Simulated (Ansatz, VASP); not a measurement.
## FeNi3: VASP beside Ansatz

File INCAR:

```
SYSTEM = FeNi3
PREC     = Accurate       ! precision mode
ENCUT    = 520            ! plane-wave cutoff, eV
EDIFF    = 1E-7           ! SCF threshold, eV
ISMEAR   = 1              ! smearing method
SIGMA    = 0.1            ! smearing width, eV
LREAL    = .FALSE.        ! projectors in reciprocal space
LASPH    = .TRUE.         ! aspherical terms in the spheres
NELM     = 150            ! most SCF steps
ALGO     = Normal         ! electronic algorithm
ISIF     = 2              ! what is computed and relaxed
LWAVE    = .FALSE.        ! write WAVECAR
LCHARG   = .TRUE.         ! write CHGCAR
ISPIN    = 2              ! spin polarisation
MAGMOM   = 2.4 1 1 1      ! initial moments
LORBIT   = 11             ! projections on sites
LMAXMIX  = 4              ! l up to which the mixer works
LELF     = .TRUE.         ! ELF
LVHAR    = .TRUE.       
NBANDS   = 31             ! bands
```

Contents of KPOINTS:

```
regular mesh
0
G
  5 5 5
  0 0 0
```

POSCAR

```
FeNi3
1.0
    0.0000000000      2.7903698700      2.7903698700
    2.7903698700      0.0000000000      2.7903698700
    2.7903698700      2.7903698700      0.0000000000
Fe Ni
1 3
Direct
    0.0000000000      0.0000000000      0.0000000000
    0.7500000000      0.7500000000      0.7500000000
    0.2500000000      0.2500000000      0.2500000000
    0.5000000000      0.5000000000      0.5000000000
```

Input for Ansatz:

```yaml
crystal:
  lattice:
    - [0.0, 2.79036987, 2.79036987]
    - [2.79036987, 0.0, 2.79036987]
    - [2.79036987, 2.79036987, 0.0]
  atoms:
    - { symbol: Fe, position: [0.0, 0.0, 0.0], spin: 2.4 }
    - { symbol: Ni, position: [0.7500000000000001, 0.7500000000000001, 0.7500000000000001], spin: 1.0 }
    - { symbol: Ni, position: [0.25, 0.25, 0.25], spin: 1.0 }
    - { symbol: Ni, position: [0.5, 0.5, 0.5], spin: 1.0 }
kpoints:
  mp_grid:
    grid: [5, 5, 5]
hamiltonian:
  xc: lda
magnetization:
  spin_polarized: true
scf:
  occupations:
    method: methfessel_paxton
    width: 0.1
output:
  forces: true
  stress: true
```

The cell comes from a database or a generator and needn't be the stable form of this composition.

Alike in both runs: task single point; functional LDA; k mesh 5 × 5 × 5; occupations methfessel-paxton of order 1, width 0.1 eV; collinear spin.

```csv
,VASP,Ansatz
version,VASP 6.6.1,Ansatz 0.2.0
potentials or method,"VASP PAW LDA potentials, release 64 (Fe, Ni)","plane waves, PAW"
plane-wave cutoff (eV),520,420
valence electrons in the cell,38,70
```

|  | VASP | Ansatz | Ansatz less VASP |
| --- | --- | --- | --- |
| pressure (GPa) | -12.1 | -11.5 | +0.53 |
| net moment per atom (μB) | 0.98 | 1.03 | +0.049 |
| size of the moment on the site where the two differ most (μB) | 0.52 | 0.61 | +0.092 |

Site moments also hang on the region over which each program counts them. The two sets of potentials don't hold the same shells in valence. Ansatz warned: «stability_check_not_made».

Caveats: the k mesh is coarse (spacing up to 0.39 Å⁻¹), so the values aren't converged.
